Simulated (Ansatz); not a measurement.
Here is an Ansatz 0.2.0 calculation.

input.yaml

```yaml
crystal:
  lattice:
    - [4.82861247, 0.0, 0.0]
    - [0.0, 4.82861247, 0.0]
    - [0.0, 0.0, 4.82861247]
  atoms:
    - { symbol: Mg, position: [0.0, 0.0, 0.0] }
    - { symbol: Mg, position: [0.5, 0.0, 0.5] }
    - { symbol: Mg, position: [0.5, 0.5, 0.0] }
    - { symbol: Mg, position: [0.0, 0.5, 0.5] }
    - { symbol: O, position: [0.58942444, 0.91057556, 0.08942444] }
    - { symbol: O, position: [0.91057556, 0.08942444, 0.58942444] }
    - { symbol: O, position: [0.08942444, 0.58942444, 0.91057556] }
    - { symbol: O, position: [0.41057556, 0.41057556, 0.41057556] }
    - { symbol: O, position: [0.58942444, 0.58942444, 0.58942444] }
    - { symbol: O, position: [0.91057556, 0.41057556, 0.08942444] }
    - { symbol: O, position: [0.08942444, 0.91057556, 0.41057556] }
    - { symbol: O, position: [0.41057556, 0.08942444, 0.91057556] }
hamiltonian:
  xc: pbesol
  pseudopotentials: { kind: paw }
  dispersion: d4
kpoints:
  mp_grid: { grid: [6, 6, 6] }
scf:
  occupations: { method: fermi_dirac, width: 0.05 }
output:
  forces: true
  stress: true
relax:
  f_tol: 0.01
  max_steps: 40
  cell: { stress_tol: 0.05 }
```

Potentials or basis: Ansatz PAW.

Run with:

```console
$ ansatz run input.yaml --threads 4 --pin off --max-ram 11264MiB --backend cpu --events-out ev --progress --plain --runs-dir out
```

Problem. Estimate the band gap on the k mesh.

Solution. 4.00 eV.

Problem. What does it give for the space group after relaxing (to 0.05 Å)?

Solution. Pa-3 (No. 205).

Problem. What does it give for the relaxed cell?

Solution. a = 4.825 Å, b = 4.825 Å, c = 4.825 Å, α = 90.00°, β = 90.00°, γ = 90.00°.

Problem. What does it give for the relaxed volume?

Solution. 9.36 Å³/atom.

Final structure:
```
Mg O
1.0
     4.82492    0.00000    0.00000
     0.00000    4.82492    0.00000
     0.00000    0.00000    4.82492
Mg O
4 8
Direct
  0.00000 0.00000 0.00000
  0.50000 0.00000 0.50000
  0.50000 0.50000 0.00000
  0.00000 0.50000 0.50000
  0.58858 0.91142 0.08858
  0.91142 0.08858 0.58858
  0.08858 0.58858 0.91142
  0.41142 0.41142 0.41142
  0.58858 0.58858 0.58858
  0.91142 0.41142 0.08858
  0.08858 0.91142 0.41142
  0.41142 0.08858 0.91142
```

Caveat: the plane-wave basis is chosen anew once the cell has moved, so the energies of steps on either side of that aren't comparable; the pressure holds a Pulay correction of +0.9 GPa for the finite cutoff; the PAW data sets come from PBE, with cores solved anew for the run's functional, which leaves a small shift of forces and pressure. A k mesh can miss the band edges.
